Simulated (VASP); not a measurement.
Write the native input for VASP 6.6.1 that does the following.

```
Task                   : relaxation of cell and atoms
Functional             : PBE
Dispersion             : D3(BJ)
Potentials or basis    : VASP PAW PBE potentials, release 64 (Se, In_d)
Cutoff                 : 600 eV
k mesh                 : 9 × 9 × 1
Occupations            : gaussian, width 0.03 eV
Spin                   : no spin polarisation
Further INCAR settings : ALGO = Normal; EDIFF = 1e-07; IBRION = 2; EDIFFG = -0.005; NSW = 90; ISIF = 3
```

The structure of InSe lies in POSCAR:

```
InSe                                    
1.0
    4.0274708404     -0.0000000000      0.0000000000
   -2.0137354202      3.4878920658      0.0000000000
    0.0000000000      0.0000000000     23.3577120000
  Se              In            
     2     2
Direct
     0.0000000000000000    0.0000000000000000    0.3846576374048573
     0.0000000000000000    0.0000000000000000    0.6152875315982658
     0.6666666699999979    0.3333333300000021    0.4401346640433567
     0.6666666699999979    0.3333333300000021    0.5597756369535200
```

These files were run (other wordings do the same):

INCAR

```
SYSTEM = InSe
ALGO = Normal ; EDIFF = 1E-7
EDIFFG = -0.005 ; ENCUT = 600
GGA = PE ; IBRION = 2
ISIF = 3 ; ISMEAR = 0
IVDW = 12 ; KPAR = 4
LASPH = .True. ; LATTICE_CONSTRAINTS = .TRUE. .TRUE. .FALSE.
LCHARG = .False. ; LREAL = .False.
LWAVE = .False. ; NELM = 80
NSW = 90 ; PREC = Accurate
SIGMA = 0.03
```

KPOINTS

```
k-points
0
Gamma
  9 9 1
  0 0 0
```

Potentials or basis: VASP PAW PBE potentials, release 64 (Se, In_d).

The run is started by

```sh
$ cat potpaw_PBE.64/Se/POTCAR potpaw_PBE.64/In_d/POTCAR > POTCAR
$ mpirun -np 4 vasp_std > vasp.out
```

Results of the run:

```yaml
Relaxed_volume: 82.04 Å³/atom
Relaxed_cell: a = 4.028 Å, b = 4.028 Å, c = 23.358 Å, α = 90.00°, β = 90.00°, γ = 120.00°
Space_group_after_relaxing_to_0.05_Å: P-6m2 (No. 187)
Energy_gained_by_relaxing: 0.0 meV/atom
Ionic_steps: 2
Largest_force_after_relaxing: 0.003 eV/Å
Band_gap_on_the_k_mesh: 1.62 eV, indirect (least direct gap 1.69 eV)
Dispersion_energy_per_atom: -0.222 eV
```

Caveat: spin-orbit coupling is left out, which moves the levels of the heavy elements.

Run time: 61 s on 4 MPI ranks on AMD EPYC 9R14 (Zen 4), on a shared host, peak memory 0.55 GiB a rank.
